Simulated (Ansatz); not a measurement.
**Cu in Ansatz: the effect of functional**

The system is Cu.

```
Cu
1.0
     0.00000    1.81947    1.81947
     1.81947    0.00000    1.81947
     1.81947    1.81947    0.00000
Cu
1
Cartesian
  0.0000 0.0000 0.0000
```

The cell isn't the ideal one: volume scaled by 1.02.

Alike in all runs:

- Program: Ansatz 0.2.0
- Task: single point
- Potentials or basis: Ansatz PAW
- k mesh: 13 × 13 × 13
- Occupations: fermi-dirac, width 0.05 eV
- Spin: no spin polarisation

```tsv
functional	cutoff	pressure (GPa)
LDA	420 eV (not typed: the program's choice for these potentials)	-15.0
r2SCAN	500 eV (not typed: the program's choice for these potentials)	?
PBE	420 eV (not typed: the program's choice for these potentials)	-1.2
```

**Question.** What does the run with functional r2SCAN give?

**Answer.** Pressure -7.5 GPa.

Caveats: the PAW data sets come from PBE, with cores solved anew for the run's functional, which leaves a small shift of forces and pressure (some runs).
